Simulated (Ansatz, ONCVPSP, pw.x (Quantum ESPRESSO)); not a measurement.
**From atom to crystal: ONCV potential for cobalt (Co)**

* Element: Co
* Generator: ONCVPSP 4.0.1.1 (patched build)
* Type: optimised norm-conserving Vanderbilt (ONCV)
* Functional: LDA (Perdew-Wang 92)
* Relativity: scalar-relativistic
* Frozen core: [Ar]
* Valence charge: 9
* Reference configuration: 3d7 4s2
* Partial waves: 4s: rc 2.40 bohr, ncon 4, nbas 8, qcut 2.7 1/bohr, 2 projectors, debl 0.5 Ha; p scattering state at 0.21 Ha: rc 1.85 bohr, ncon 3, nbas 6, qcut 4.5 1/bohr, 2 projectors, debl 4 Ha; 3d: rc 1.30 bohr, ncon 4, nbas 8, qcut 12.3 1/bohr, 2 projectors, debl 2.5 Ha; f scattering state at 0.43 Ha: rc 2.30 bohr, ncon 5, nbas 8, qcut 5.5 1/bohr, 3 projectors, debl 3.7 Ha
* Local potential: polynomial inside 0.90 bohr (lpopt 1, dvloc0 0 Ha)
* Core correction: Teter function, fcfact 4.25, rcfact 1.65

Crystal test: fcc Co in pw.x 7.5, no spin, 17³ k-points, Fermi–Dirac smearing 0.01 Ry, cutoffs 155/620 Ry. The reference is all-electron LAPW (Ansatz 0.2.0) with the same functional, mesh and smearing; V0 and B0 come from Birch–Murnaghan fits to the pressures at five volumes. Errors are pseudo minus all-electron; Δ is the rms difference of the E(V) curves that follow from these fits, minima aligned, over ±6 % about the mean V0. Mesh and smearing are coarse, so the numbers serve the comparison and aren't converged zero-temperature values; the lattice is a test structure that the element need not adopt. Spin polarisation and strong correlation are left out, which matters for this element.

All-electron: a0 = 3.377 Å (V0 = 9.63 Å³/atom), B0 = 308.2 GPa.

Task: How far does the potential miss the all-electron equation of state?

Result: mean pressure error (GPa): -28.00. The pressure does not cross zero within the volumes sampled, so no fit is given. The largest radius (2.40 bohr) exceeds half the bond length (2.26 bohr), so the spheres overlap, which is one possible source of error among others. This is a poor potential for the solid. Note: ghosts flagged at negative energy: s at -62.4 eV; GHOST(+) flagged for p at 118.3 eV. A true bound ghost makes a file unfit for plane-wave use.

```json
{"V (Å³/atom)": "9.170", "P all-electron (GPa)": "16.94", "P pseudo (GPa)": "-8.38"}
{"V (Å³/atom)": "9.412", "P all-electron (GPa)": "7.48", "P pseudo (GPa)": "-19.35"}
{"V (Å³/atom)": "9.653", "P all-electron (GPa)": "-0.72", "P pseudo (GPa)": "-28.89"}
{"V (Å³/atom)": "9.894", "P all-electron (GPa)": "-7.82", "P pseudo (GPa)": "-37.15"}
{"V (Å³/atom)": "10.136", "P all-electron (GPa)": "-13.97", "P pseudo (GPa)": "-44.33"}
```

Task: At the middle volume, how do free energy and pressure move when the wave cutoff is lowered (ecutrho kept at four times it)?

Result:

```
cutoff (Ry)  shift of F (meV/atom)  shift of P (GPa)
         70                +6899.1           -396.22
         93                 +877.3            -98.71
        124                  +10.5             -2.42
```

The run at the middle volume (165 k-points, 10 iterations) took about 2.2 min on one core of a shared host (Neoverse-N1, 64 threads, 124 GiB, load 64).
